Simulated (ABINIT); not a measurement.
# Quasiparticle gap of LiBr (Fm-3m) in ABINIT, part 2 of 3

How does a plane-wave GW calculation on LiBr (Fm-3m) run from the first input to the gap?

ABINIT 10.8.3; PBE and many-body steps on it, plane waves. Known limits of the many-body steps: not at the basis limit; no spin-orbit coupling; coarse k mesh.

So far. Step 2 (Ground state): The gap is direct, at Γ.

## Step 3: Bands along the symmetry lines

Level of this step: DFT, PBE, plane waves, norm-conserving pseudopotentials (ABINIT).

Levels along a band path, at the cheap level, show where the edges lie and whether the meshes to come will hold them.

Input file run.abi:

```
acell 3*1.0 Angstrom
rprim 
  0.000000000000 2.750650000000 2.750650000000
  2.750650000000 0.000000000000 2.750650000000
  2.750650000000 2.750650000000 0.000000000000
ntypat 2
znucl 3 35
natom 2
typat 1 2
xred 
  0.000000000000 0.000000000000 0.000000000000
  0.500000000000 0.500000000000 0.500000000000
pp_dirpath "pseudos"
pseudos "Li.upf, Br.upf"
ecut 33
iscf -2
irdden 1
kptopt 0
nkpt 50
kpt 
  0.00000000 0.00000000 0.00000000
  0.06250000 0.00000000 0.06250000
  0.12500000 0.00000000 0.12500000
  0.18750000 0.00000000 0.18750000
  0.25000000 0.00000000 0.25000000
  0.31250000 0.00000000 0.31250000
  0.37500000 0.00000000 0.37500000
  0.43750000 0.00000000 0.43750000
  0.50000000 0.00000000 0.50000000
  0.51562500 0.03125000 0.51562500
  0.53125000 0.06250000 0.53125000
  0.54687500 0.09375000 0.54687500
  0.56250000 0.12500000 0.56250000
  0.57812500 0.15625000 0.57812500
  0.59375000 0.18750000 0.59375000
  0.60937500 0.21875000 0.60937500
  0.62500000 0.25000000 0.62500000
  0.37500000 0.37500000 0.75000000
  0.32812500 0.32812500 0.65625000
  0.28125000 0.28125000 0.56250000
  0.23437500 0.23437500 0.46875000
  0.18750000 0.18750000 0.37500000
  0.14062500 0.14062500 0.28125000
  0.09375000 0.09375000 0.18750000
  0.04687500 0.04687500 0.09375000
  0.00000000 0.00000000 0.00000000
  0.06250000 0.06250000 0.06250000
  0.12500000 0.12500000 0.12500000
  0.18750000 0.18750000 0.18750000
  0.25000000 0.25000000 0.25000000
  0.31250000 0.31250000 0.31250000
  0.37500000 0.37500000 0.37500000
  0.43750000 0.43750000 0.43750000
  0.50000000 0.50000000 0.50000000
  0.50000000 0.46875000 0.53125000
  0.50000000 0.43750000 0.56250000
  0.50000000 0.40625000 0.59375000
  0.50000000 0.37500000 0.62500000
  0.50000000 0.34375000 0.65625000
  0.50000000 0.31250000 0.68750000
  0.50000000 0.28125000 0.71875000
  0.50000000 0.25000000 0.75000000
  0.50000000 0.21875000 0.71875000
  0.50000000 0.18750000 0.68750000
  0.50000000 0.15625000 0.65625000
  0.50000000 0.12500000 0.62500000
  0.50000000 0.09375000 0.59375000
  0.50000000 0.06250000 0.56250000
  0.50000000 0.03125000 0.53125000
  0.50000000 0.00000000 0.50000000
istwfk *1
nband 12
nbdbuf 2
tolwfr 1e-08
nstep 40
prtwf 0
prtvol 0
indata_prefix "in"
outdata_prefix "out"
tmpdata_prefix "tmp"
```

The run is started by

```
> OMP_NUM_THREADS=1 mpirun -n 4 abinit run.abi > log
```

Numbers of over 12 decimals in the logs are rounded to 6 here.

Log:

```text
.Version 10.8.3 of ABINIT. v10.8.2 released Aug 2026.

 Symmetries : space group Fm -3 m (#225); Bravais cF (face-center cubic)
[... echo of the input left out ...]
== DATASET  1 ==================================================================
-   mpi_nproc: 4, omp_nthreads: 1 (-1 if OMP is not activated)

--- !DatasetInfo
iteration_state: {dtset: 1, }
dimensions: {natom: 2, nkpt: 50, mband: 12, nsppol: 1, nspinor: 1, nspden: 1, mpw: 2637, }
cutoff_energies: {ecut:  33.0, pawecutdg:  -1.0, }
electrons: {nelect:   1.00000000E+01, charge:   0.00000000E+00, occopt:   1.00000000E+00, tsmear:   1.00000000E-02, }

 Real(R)+Recip(G) space primitive vectors, cartesian coordinates (Bohr,Bohr^-1):
 R(1)=  0.0000000  5.1979752  5.1979752  G(1)= -0.0961913  0.0961913  0.0961913
 R(2)=  5.1979752  0.0000000  5.1979752  G(2)=  0.0961913 -0.0961913  0.0961913
 R(3)=  5.1979752  5.1979752  0.0000000  G(3)=  0.0961913  0.0961913 -0.0961913
 Unit cell volume ucvol=  2.8088762E+02 bohr^3
 Angles (23,13,12)=  6.00000000E+01  6.00000000E+01  6.00000000E+01 degrees

 getcut: wavevector=  0.0000  0.0000  0.0000  ngfft=  40  40  40
         ecut(hartree)=     33.000   => boxcut(ratio)=   2.10421

--- Pseudopotential description ------------------------------------------------
- Li Generated using ONCVPSP code by D. R. Hamann
-  3.00000   3.00000  171031                  znucl, zion, pspdat
12 -101130 1 -1 1944                          pspcod,pspxc,lmax,lloc,mmax
     nproj     2     2     0
  pspatm : epsatm=    2.74360059
         --- l  ekb(1:nproj) -->
             0   -4.951544   -1.544797
             1   -2.250661   -0.474685
 pspatm: atomic psp has been read  and splines computed

- Br Generated using ONCVPSP code by D. R. Hamann
- 35.00000   7.00000  171031                  znucl, zion, pspdat
12 -101130 2 -1 1098                          pspcod,pspxc,lmax,lloc,mmax
     nproj     2     2     2
  pspatm : epsatm=   11.64859065
         --- l  ekb(1:nproj) -->
             0    8.455549    0.878460
[...]
pspatm: atomic psp has been read  and splines computed

--------------------------------------------------------------------------------

================================================================================
 prteigrs : about to open file out_EIG
 Non-SCF case, kpt    1 (  0.00000  0.00000  0.00000), residuals and eigenvalues=
  2.47E-09  5.81E-09  1.33E-09  1.89E-09  5.30E-09  8.12E-09  2.68E-09  4.27E-09
  7.24E-09  7.81E-09  5.92E-08  1.03E-07
 -1.6073E+00 -4.7083E-01  2.2829E-02  2.2829E-02  2.2829E-02  2.0430E-01
  4.0939E-01  4.0939E-01  4.0939E-01  4.7298E-01  4.7298E-01  4.7298E-01
 Non-SCF case, kpt    2 (  0.06250  0.00000  0.06250), residuals and eigenvalues=
  7.03E-09  1.48E-09  3.19E-09  1.94E-09  3.64E-09  4.61E-09  6.64E-09  8.99E-10
  3.12E-09  3.66E-09  1.95E-09  3.57E-06
 -1.6072E+00 -4.7003E-01  1.7366E-02  2.0952E-02  2.0952E-02  2.1225E-01
[...]
Non-SCF case, kpt    3 (  0.12500  0.00000  0.12500), residuals and eigenvalues=
  4.49E-09  8.29E-09  9.25E-10  1.15E-09  1.68E-09  7.44E-09  2.08E-09  5.65E-09
  7.92E-09  9.27E-09  8.72E-09  9.05E-05
[...]
Non-SCF case, kpt   49 (  0.50000  0.03125  0.53125), residuals and eigenvalues=
[...]
Non-SCF case, kpt   50 (  0.50000  0.00000  0.50000), residuals and eigenvalues=
[...]
-1.6072E+00 -4.4658E-01 -8.2814E-02 -1.8860E-02 -1.8860E-02  2.5238E-01
  2.8458E-01  4.4981E-01  4.7990E-01  4.7990E-01  6.0339E-01  6.6821E-01

--- !ResultsGS
iteration_state: {dtset: 1, }
comment   : Summary of ground state results
lattice_vectors:
- [  0.0000000,   5.1979752,   5.1979752, ]
- [  5.1979752,   0.0000000,   5.1979752, ]
- [  5.1979752,   5.1979752,   0.0000000, ]
lattice_lengths: [   7.35105,    7.35105,    7.35105, ]
lattice_angles: [ 60.000,  60.000,  60.000, ] # degrees, (23, 13, 12)
lattice_volume:   2.8088762E+02
convergence: {deltae:  0.000E+00, res2:  0.000E+00, residm:  9.943E-09, diffor:  0.000E+00, }
etotal    :  -2.30510544E+01
entropy   :   0.00000000E+00
fermie    :   2.28292420E-02
cartesian_stress_tensor: null
pressure_GPa: null
xred      :
- [  0.0000E+00,   0.0000E+00,   0.0000E+00, Li]
- [  5.0000E-01,   5.0000E-01,   5.0000E-01, Br]
cartesian_forces: null
force_length_stats: {min: null, max: null, mean: null, }

 Integrated electronic density in atomic spheres:
 ------------------------------------------------
 Atom  Sphere_radius  Integrated_density
[...]
================================================================================

 ----iterations are completed or convergence reached----

 Mean square residual over all n,k,spin=   43.051E-10; max=  99.430E-10
 reduced coordinates (array xred) for    2 atoms
       0.000000000000      0.000000000000      0.000000000000
       0.500000000000      0.500000000000      0.500000000000

 cartesian coordinates (angstrom) at end:
[...]
length scales=  1.889726125908  1.889726125908  1.889726125908 bohr
              =  1.000000000000  1.000000000000  1.000000000000 angstroms
 prteigrs : about to open file out_EIG
 Eigenvalues (hartree) for nkpt=  50  k points:
 kpt#   1, nband= 12, wtk=  1.00000, kpt=  0.0000  0.0000  0.0000 (reduced coord)
[...]
kpt#   2, nband= 12, wtk=  1.00000, kpt=  0.0625  0.0000  0.0625 (reduced coord)
[...]
kpt#   3, nband= 12, wtk=  1.00000, kpt=  0.1250  0.0000  0.1250 (reduced coord)
[...]
kpt#  49, nband= 12, wtk=  1.00000, kpt=  0.5000  0.0313  0.5313 (reduced coord)
  -1.60719   -0.44659   -0.08235   -0.01972   -0.01886    0.25358    0.28634    0.44828
   0.47317    0.48074    0.60956    0.66665
 kpt#  50, nband= 12, wtk=  1.00000, kpt=  0.5000  0.0000  0.5000 (reduced coord)
  -1.60719   -0.44658   -0.08281   -0.01886   -0.01886    0.25238    0.28458    0.44981
   0.47990    0.47990    0.60339    0.66821

== END DATASET(S) ==============================================================
================================================================================

 -outvars: echo values of variables after computation  --------
            nband          12
             nkpt          50
          spgroup         225
 [... the other variables as echoed above ...]

 Calculation completed.
```

It took 6.5 s on 4 MPI ranks of Arm Neoverse V1, shared host; peak memory 0.26 GiB.

Numbers from this step:

```
gap                        : 4.933 eV
k of the valence top       : 0.0938, 0.0938, 0.1875
k of the conduction bottom : 0, 0, 0
least direct gap           : 4.938 eV
```

The gap is 4.933 eV, −0.005 eV from the run before at this level.

The electronic bands at the labelled points (eV, zero at the top of the highest filled band; v1 is the highest filled band, c1 the lowest empty one):

```csv
point,v4,v3,v2,v1,c1,c2,c3,c4
Γ,-13.44,0.00,0.00,0.00,4.93,10.51,10.51,10.51
halfway,-13.13,-1.59,-0.62,-0.62,7.16,8.25,8.36,11.05
X,-12.78,-2.88,-1.14,-1.14,6.24,7.12,11.61,12.43
halfway,-12.78,-2.78,-1.38,-1.07,6.42,7.54,11.30,11.59
U,-12.80,-2.49,-1.85,-0.86,6.64,8.73,10.30,10.57
jump to K,-12.80,-2.49,-1.85,-0.86,6.64,8.73,10.30,10.57
halfway,-13.12,-1.81,-0.90,-0.09,6.72,8.86,8.96,9.34
Γ,-13.44,0.00,0.00,0.00,4.93,10.51,10.51,10.51
halfway,-13.21,-1.68,-0.14,-0.14,5.97,9.20,9.20,9.74
L,-12.97,-2.88,-0.27,-0.27,5.62,8.11,8.11,11.75
halfway,-12.88,-2.60,-1.34,-0.61,7.06,7.88,9.22,10.67
W,-12.78,-2.14,-2.14,-1.14,8.01,8.57,9.45,9.45
halfway,-12.78,-2.68,-1.47,-1.14,6.76,7.83,10.60,10.98
X,-12.78,-2.88,-1.14,-1.14,6.24,7.12,11.61,12.43
```

The electronic bands as a text plot (rows in eV, shown from -8.0 to 10.6 only):

```
   10.2 |++++     +       ++       ++++++++  ++        ++  ++
    9.4 |  ++   ++         ++++++++++    ++++         +++++ +
    8.6 |    +++         ++ +++++            +++    ++   ++++
    7.9 |     ++++     ++                       ++++++++++++ ++
    7.1 |     +++++++++    ++++++                     +     ++ ++
    6.3 |    +    +++++++++      ++         +       ++        +++
    5.5 |  ++                      +++   +++ +++++++
    4.8 |++                           +++
    4.0 |
    3.2 |
    2.4 |
    1.7 |
    0.9 |
    0.1 |****                 *******************
   -0.7 |  ********     ******  *****    **      ********
   -1.4 |    ***   *******  **** **        **         ** ********
   -2.2 |       ***      ********            ***       ******
   -3.0 |          ******                       *******      ****
   -3.7 |
   -4.5 |
   -5.3 |
   -6.1 |
   -6.8 |
   -7.6 |
         Γ           X  U|K            Γ         L        W     X
```

## Step 4: Empty states on the mesh, 4×4×4 mesh, 233 bands

The sums over transitions need many empty states on a uniform mesh; this step solves for them.

Input file run.abi:

```
acell 3*1.0 Angstrom
rprim 
  0.000000000000 2.750650000000 2.750650000000
  2.750650000000 0.000000000000 2.750650000000
  2.750650000000 2.750650000000 0.000000000000
ntypat 2
znucl 3 35
natom 2
typat 1 2
xred 
  0.000000000000 0.000000000000 0.000000000000
  0.500000000000 0.500000000000 0.500000000000
pp_dirpath "pseudos"
pseudos "Li.upf, Br.upf"
ecut 33
ngkpt 4 4 4
nshiftk 1
shiftk 0 0 0
kptopt 1
chksymbreak 0
irdden 1
istwfk *1
nband 233
prtvol 0
optdriver 6
gwr_task "HDIAGO"
paral_kgb 0
occopt 1
indata_prefix "in"
outdata_prefix "out"
tmpdata_prefix "tmp"
```

Log:

```text
[banner, memory and clock lines left out]
.Version 10.8.3 of ABINIT. v10.8.2 released Aug 2026.

 Symmetries : space group Fm -3 m (#225); Bravais cF (face-center cubic)
[... echo of the input left out ...]
== DATASET  1 ==================================================================
-   mpi_nproc: 4, omp_nthreads: 1 (-1 if OMP is not activated)

--- !DatasetInfo
iteration_state: {dtset: 1, }
dimensions: {natom: 2, nkpt: 8, mband: 233, nsppol: 1, nspinor: 1, nspden: 1, mpw: 2637, }
cutoff_energies: {ecut:  33.0, pawecutdg:  -1.0, }
electrons: {nelect:   1.00000000E+01, charge:   0.00000000E+00, occopt:   1.00000000E+00, tsmear:   1.00000000E-02, }

.Using double precision arithmetic; gwpc =  8

- Reading GS density from: in_DEN

--- Pseudopotential description ------------------------------------------------
- Li Generated using ONCVPSP code by D. R. Hamann
-  3.00000   3.00000  171031                  znucl, zion, pspdat
12 -101130 1 -1 1944                          pspcod,pspxc,lmax,lloc,mmax
     nproj     2     2     0
  pspatm : epsatm=    2.74360059
         --- l  ekb(1:nproj) -->
             0   -4.951544   -1.544797
             1   -2.250661   -0.474685
 pspatm: atomic psp has been read  and splines computed

- Br Generated using ONCVPSP code by D. R. Hamann
- 35.00000   7.00000  171031                  znucl, zion, pspdat
12 -101130 2 -1 1098                          pspcod,pspxc,lmax,lloc,mmax
     nproj     2     2     2
  pspatm : epsatm=   11.64859065
         --- l  ekb(1:nproj) -->
             0    8.455549    0.878460
             1    5.292495    0.880691
             2    2.589748    0.385882
 pspatm: atomic psp has been read  and splines computed

   1.43921912E+02                                ecore*ucvol(ha*bohr**3)

 Total charge density [el/Bohr^3]
)     Maximum=    2.7810E+00  at reduced coord.    0.0000    0.0000    0.0000
)     Minimum=    7.1989E-04  at reduced coord.    0.5000    0.5000    0.5000
   Integrated=    1.0000E+01

 === KS gaps after direct diagonalization ===
 Direct band gap semiconductor
 Fundamental gap:     4.938 (eV)
   VBM:     0.621 (eV) at k: [ 0.0000E+00,  0.0000E+00,  0.0000E+00]
   CBM:     5.559 (eV) at k: [ 0.0000E+00,  0.0000E+00,  0.0000E+00]
 Direct gap:         4.938 (eV) at k: [ 0.0000E+00,  0.0000E+00,  0.0000E+00]

== END DATASET(S) ==============================================================

 -outvars: echo values of variables after computation  --------
           etotal      0.0000000000E+00
            nband         233
             nkpt           8
          spgroup         225
 [... the other variables as echoed above ...]

 Calculation completed.
```

Elapsed: 32 s, on 4 MPI ranks; peak memory 1.6 GiB.

This step gave:

* gap: 4.938 eV
* k of the valence top: 0, 0, 0
* k of the conduction bottom: 0, 0, 0
* least direct gap: 4.938 eV
* k points computed: 8
* lowest point of the top converged band, above the valence top: 167.2922 eV

On this mesh the gap is 4.938 eV.

## Step 5: Screening, 4×4×4 mesh, 225 bands, screening to 228.6 eV

The RPA dielectric matrix is built and inverted for each q.

This step: RPA screening on PBE, plane waves, norm-conserving pseudopotentials.

run.abi: that of step 4 with these lines changed.

```diff
@@ -20,10 +20,11 @@
 chksymbreak 0
-irdden 1
 istwfk *1
-nband 233
-prtvol 0
-optdriver 6
-gwr_task "HDIAGO"
-paral_kgb 0
 occopt 1
+irdwfk 1
+optdriver 3
+nband 225
+ecuteps 8.4
+inclvkb 2
+awtr 1
+symchi 1
 indata_prefix "in"
```

Log:

```text
.Version 10.8.3 of ABINIT. v10.8.2 released Aug 2026.

 Symmetries : space group Fm -3 m (#225); Bravais cF (face-center cubic)
[... echo of the input left out ...]
== DATASET  1 ==================================================================
-   mpi_nproc: 4, omp_nthreads: 1 (-1 if OMP is not activated)

--- !DatasetInfo
iteration_state: {dtset: 1, }
dimensions: {natom: 2, nkpt: 8, mband: 225, nsppol: 1, nspinor: 1, nspden: 1, mpw: 2637, }
cutoff_energies: {ecut:  33.0, pawecutdg:  -1.0, }
electrons: {nelect:   1.00000000E+01, charge:   0.00000000E+00, occopt:   1.00000000E+00, tsmear:   1.00000000E-02, }

 SCREENING: Calculation of the susceptibility and dielectric matrices

 Based on a program developped by R.W. Godby, V. Olevano, G. Onida, and L. Reining.
 Incorporated in ABINIT by V. Olevano, G.-M. Rignanese, and M. Torrent.
.Using double precision arithmetic ; gwpc =  8

[... cell and pseudopotentials left out ...]
--------------------------------------------------------------------------------

 ==== K-mesh for the wavefunctions ====
 Number of points in the irreducible wedge :     8
[... list of points left out ...]
 Together with 48 symmetry operations and time-reversal symmetry
 yields    64 points in the full Brillouin Zone.

 ==== Q-mesh for the screening function ====
 Number of points in the irreducible wedge :     8
[... list of points left out ...]
 Together with 48 symmetry operations and time-reversal symmetry
 yields    64 points in the full Brillouin Zone.

 setmesh: FFT mesh size selected  =    30x   30x   30
          total number of points  =        27000

 vcoul_init : cutoff-mode = AUXILIARY_FUNCTION
 q-points for optical limit:   1
     1)      0.000010    0.000020    0.000030

- screening: taking advantage of time-reversal symmetry
- Maximum band index for partially occupied states nbvw = 5
- Remaining bands to be divided among processors   nbcw = 220
- Number of bands treated by each node ~55

 Number of electrons calculated from density =   10.0000; Expected =   10.0000
 average of density, n =  0.035601
 r_s =    1.8857
 omega_plasma =   18.2008 [eV]

 calculating chi0 at frequencies [eV] :
  1    0.000000E+00    0.000000E+00
  2    0.000000E+00    1.820075E+01

--------------------------------------------------------------------------------
  q-point number  1        q = ( 0.000000, 0.000000, 0.000000) [r.l.u.]
--------------------------------------------------------------------------------
[... chi0 elements left out ...]
 For q-point:  0.000010 0.000020 0.000030
  dielectric constant =   3.3401
  dielectric constant without local fields =   3.9519

  Average fulfillment of the sum rule on Im[epsilon] for q-point    1 :     95.78  [%]
[... wings left out ...]
  q-point number  2        q = ( 0.250000, 0.000000, 0.000000) [r.l.u.]
--------------------------------------------------------------------------------
[... chi0 elements left out ...]
  Average fulfillment of the sum rule on Im[epsilon] for q-point    2 :     99.83  [%]

 [... 6 further q-points ...]
```

It took 37 s on 4 MPI ranks; peak memory 1.2 GiB; 2.5 min of CPU time.

Numbers from this step:

```yaml
eps_infinity_with_local_fields_on_this_mesh_along_the_program_s_q_direction: 3.340
the_same_without_local_fields: 3.952
plasma_frequency: 18.20 eV
plane_waves_in_the_screening_matrix: 331
```

Local fields lower ε∞ by 15 %. On a Γ-centred mesh this coarse the value itself is usually too large, while a short band sum pulls it down.

(Part 2 of 3 ends here.)

[Paths, hosts, dates, memory and timing lines, banners, echoed tables and standing remarks are left out of the program output.]

[Logs are printed without paths, hosts, clocks, repeated set-up lines and the standing remarks that a program may print on its own settings, such as how far it seeks lower states.]

[Runs of the session that timed out or met a known fault of the program may be left out.]

[Hosts, paths, dates, database ids (printed as entryN), source tags and the programs' standing remarks are cut or masked in the printed files.]

[G0W0 gaps are taken among the corrected bands and points alone; a level outside them can change the order at an edge.]

[Where Ansatz stands beside ABINIT at settings called matched, ABINIT's density can come from a denser mesh and the files from another edition; pairs whose starting gaps differed by over 0.03 eV were left out, so agreement reads better than it is.]
